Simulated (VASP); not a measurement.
# Results of a VASP single-point calculation on LiH (strained rocksalt)

POSCAR

```
Li H
 1.0000000000000000
     0.0000000000000000    2.0029948411000000    2.0130098152999998
     2.0029948411000000    0.0000000000000000    2.0130098152999998
     2.0029948411000000    2.0029948411000000    0.0000000000000000
 Li  H
   1   1
Cartesian
  0.0000000000000000  0.0000000000000000  0.0000000000000000
  2.0029948411000000  2.0029948411000000  2.0130098152999998
```

```
gap between bands v and c : 3.53 eV
least direct gap          : 3.56 eV
```

Band v is the last that the valence electrons fill when counted band by band, and c is the next. Levels in eV from the top of v:

```tsv
point	v−1	v	c	c+1
Γ	-45.75	-5.45	17.59	19.34
X	-45.69	0.00	3.60	11.66
K	-45.69	-0.54	4.72	8.39
L	-45.70	-2.64	5.65	14.90
W	-45.69	-0.26	5.91	5.98
```

Which of these levels of theory gave these results?
A. HSE06
B. r²SCAN
C. PBE0
D. PBE
E. PBE with spin–orbit coupling
F. PBEsol
G. LDA

B.

The INCAR was:

```
IBRION = -1
ISIF = 2
LWAVE = .FALSE.
NBANDS = 9
EDIFF = 1E-7
LCHARG = .TRUE.
NELM = 120
ALGO = Normal
LREAL = .FALSE.
METAGGA = R2SCAN
LASPH = .TRUE.
LELF = .TRUE.
ISMEAR = 0
ENCUT = 520
PREC = Accurate
SIGMA = 0.01
NSW = 0
```
